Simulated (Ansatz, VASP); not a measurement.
**HfO2: VASP beside Ansatz**

```
CELL_PARAMETERS angstrom
0.00000 2.52918 2.52918
2.52918 0.00000 2.52918
2.52918 2.52918 0.00000
ATOMIC_POSITIONS crystal
Hf 0.00000 0.00000 0.00000
O 0.25000 0.25000 0.25000
O 0.75000 0.75000 0.75000
```

The cell was built by a generator and needn't be a form met in nature.

Alike in both runs: task single point; functional PBE; k mesh 6 × 6 × 6; no spin polarisation.

|  | VASP | Ansatz |
| --- | --- | --- |
| version | VASP 6.6.1 | Ansatz 0.2.0 |
| potentials or method | VASP PAW PBE potentials, release 64 (Hf_pv, O) | plane waves, PAW |
| plane-wave cutoff (eV) | 520 | 420 |
| occupations | gaussian, width 0.01 eV | fixed |
| valence electrons in the cell | 22 | 38 |

|  | VASP | Ansatz | Ansatz less VASP |
| --- | --- | --- | --- |
| gap on the k mesh at the Fermi level (eV) | 3.82 | 3.80 | -0.017 |
| pressure (GPa) | 2.1 | 6.0 | +3.85 |

One of these differences is far larger than is usual between the two programs; its cause wasn't traced. The two sets of potentials don't hold the same shells in valence.

Caveats: spin-orbit coupling is left out, which moves the levels of the heavy elements. A k mesh can miss the band edges. A hybrid or GW would open this gap; PBE tends to underestimate it.
